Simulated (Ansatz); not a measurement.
SnSe:

```
CELL_PARAMETERS angstrom
0.00000 3.01000 3.01000
3.01000 0.00000 3.01000
3.01000 3.01000 0.00000
ATOMIC_POSITIONS crystal
Sn 0.00000 0.00000 0.00000
Se 0.50000 0.50000 0.50000
```

Measurements of this composition are mostly on another form, of space group No. 62.

Base run:

| Item | Value |
| --- | --- |
| Program | Ansatz 0.2.0 |
| Functional | LDA |
| Potentials or basis | all-electron LAPW, relativistic spinors |
| Cutoff | 190 eV |
| Density cutoff | 761 eV |
| Basis error allowed | 0.001 eV/atom |
| k mesh | 6 × 6 × 6 |
| Occupations | fermi-dirac, width 0.05 eV |
| Spin | spin-orbit coupling, no magnetisation |

Its results: pressure -3.7 GPa.

Question: The run is repeated on the same cell with these changes: functional from LDA to PBEsol. What comes out?

Answer: Pressure -2.3 GPa.

PBEsol binds less tightly than LDA, so the same cell stands under more pressure.

Not every run made on this cell is shown here.
